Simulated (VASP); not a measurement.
Write the native input for VASP 6.6.1 that does the following.

```
Task                   : relaxation of the atoms
Functional             : BLYP
Dispersion             : D3(BJ)
Potentials or basis    : VASP PAW PBE potentials, release 64 (O_s, Zn, H_s)
Cutoff                 : 400 eV
k mesh                 : 1 × 1 × 1
Occupations            : gaussian, width 0.01 eV
Spin                   : no spin polarisation
Further INCAR settings : ALGO = Normal; EDIFF = 1e-06; IBRION = 2; EDIFFG = -0.02; NSW = 60
```

The structure of OZnH2 lies in POSCAR:

```
ZnH2O
1.0
   10.0000000000      0.0000000000      0.0000000000
    0.0000000000     13.0000000000      0.0000000000
    0.0000000000      0.0000000000     11.0000000000
O Zn H
1 1 2
Direct
    0.5357200000      0.4141000000      0.5662681800
    0.5046800000      0.5348384600      0.4965318200
    0.4668800000      0.3630153800      0.5619590900
    0.4878700000      0.6402153800      0.4399136400
```

These files were run (other wordings do the same):

INCAR

```
AGGAC = 1.0
AGGAX = 1.0
ALDAC = 0.0
ALDAX = 1.0
ALGO = Normal
EDIFF = 1E-6
EDIFFG = -0.02
ENCUT = 400
GGA = B5
IBRION = 2
ISIF = 2
ISMEAR = 0
IVDW = 12
LASPH = True
LCHARG = False
LREAL = False
LWAVE = False
NELM = 60
NSW = 60
PREC = Accurate
SIGMA = 0.01
VDW_A1 = 0.4298
VDW_A2 = 4.2359
VDW_S6 = 1.0
VDW_S8 = 2.6996
```

KPOINTS

```
k-points
0
Gamma
  1 1 1
```

Potentials or basis: VASP PAW PBE potentials, release 64 (O_s, Zn, H_s).

Launch:

```console
$ cat potpaw_PBE.64/O_s/POTCAR potpaw_PBE.64/Zn/POTCAR potpaw_PBE.64/H_s/POTCAR > POTCAR
$ mpirun -np 1 vasp_gam > vasp.out
```

It gave:

* Energy gained by relaxing: 10.5 meV/atom
* Ionic steps: 12
* Largest force after relaxing: 0.011 eV/Å
* Gap between the frontier levels: 5.13 eV
* Dispersion energy per atom: -0.020 eV

Caveat: the PAW data sets were made with another functional, which shifts forces and pressure a little.

It took 25 min on 1 thread of Intel(R) Xeon(R) Platinum 8259CL CPU @ 2.50GHz (Skylake/Cascade Lake), on a shared host, peak memory 0.97 GiB.
